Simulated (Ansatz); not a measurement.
## PbS (rocksalt structure): what the numbers say

**What was measured.** A measured cell of cubic PbS (space group Fm-3m) at 200 K, from the Crystallography Open Database (1987, doi:10.1107/S0108270187091509), has a = 5.924 Å and 25.98 Å³/atom.

Level of theory: DFT, PBE, scalar-relativistic, no spin polarisation; plane waves to 420 eV with PAW datasets (Ansatz 0.2.0), Γ-centred 10×10×10 mesh, 0.05 eV Gaussian smearing; PAW files: Ansatz's generated set soft_2.

The start was a prototype's sites filled with these elements; the Crystallography Open Database holds the compound in this structure.

The relaxed structure (symmetry read at 0.01 Å). It takes space group Fm-3m (No. 225, cubic). Conventional cell: a = 6.009 Å, b = 6.009 Å, c = 6.009 Å, α = 90.00°, β = 90.00°, γ = 90.00°. Pb (site symmetry m-3m) is surrounded by 6 S at 3.00 Å. S (site symmetry m-3m) is surrounded by 6 Pb at 3.00 Å. (Neighbours are counted to 15 % beyond the shortest distance.)

**Question.** What kind of gap is it?

**Answer.** It is direct, 0.49 eV. Within 0.6 eV of the edges the projected states are 69 % S 3p at the top of the valence band and 72 % Pb 6p at the bottom of the conduction band. Spin–orbit coupling, left out here, shifts 6p levels by as much as this gap and could close it. The valence edge mixes anion p with metal states, so the bond is partly covalent and the gap isn't a plain transfer from S to Pb.

**Question.** What fixes the bond lengths?

**Answer.** Shannon's ionic radii give a check on the bond lengths: Pb²⁺ with 6 neighbours 1.19 Å + S²⁻ 1.84 Å = 3.03 Å against a computed mean of 3.00 Å. Sums and bonds agree within 3 %, so ion sizes set the bond lengths.

**Question.** How ionic is it?

**Answer.** Bader charges against formal ones: Pb +1.00 (+2), S −1.00 (−2). The cations give up 50 % of the formal charge; Bader charges stay under formal ones because the anions' density reaches into the cations' basins, the more so the higher the formal charge and the softer the anion.

**Question.** How stiff is it, in energy terms?

**Answer.** B0·V0 = 52.8 GPa × 27.12 Å³ = 8.94 eV/atom sets the scale: near the minimum ΔE ≈ ½ B0 V0 x², with x = V/V0 − 1, and a pressure of 0.5 GPa squeezes the volume by about 1 %. At the ends of the curve: x = −5.5 % predicts 13.5 meV/atom and the run gives 14.9; x = +10.0 % predicts 44.8 meV/atom and the run gives 37.7. Compression costs more and expansion less than the parabola says, since the crystal stiffens as it shrinks; B0′ measures that.

**Question.** Which Debye temperature follows from the elastic moduli?

**Answer.** K = 53 GPa and G = 30 GPa (Hill). With a density of 7.324 g/cm³ (mean mass 119.6 u, 27.12 Å³/atom), K = 52.8 and G = 30.2 GPa from the unrounded constants, v_l = √((K + 4G/3)/ρ) = 3570 m/s and v_t = √(G/ρ) = 2030 m/s. The mean [(1/v_l³ + 2/v_t³)/3]^(−1/3) is 2260 m/s, and θ_D = (ħ/k_B)(6π²/V)^(1/3) v_m ≈ 220 K, with V the volume an atom.

All results together:

| Property | Result |
| --- | --- |
| Volume | 27.12 Å³/atom |
| Band gap | 0.49 eV |
| Smallest direct gap | 0.49 eV |
| Bader charges | Pb 1.00; S -1.00 e |
| Formation energy from the elements (0 K, uncorrected) | -0.55 eV/atom |
| Bulk modulus (Birch–Murnaghan) | 53 GPa |
| Pressure derivative B0′ | 4.4 |
| Shear modulus (Hill) | 30 GPa |
| Young's modulus | 76 GPa |
| Poisson's ratio | 0.26 |
| Elastically stable | yes |

**Against experiment.** PBE gives 6.009 Å and 27.12 Å³/atom, +4.4 % in volume (+1.4 % in length) from the database's cell. PBE usually overestimates volumes by a few per cent. Spin–orbit coupling, left out, also moves the volume of such heavy elements' compounds.

No spin–orbit coupling, a notable omission for heavy elements.
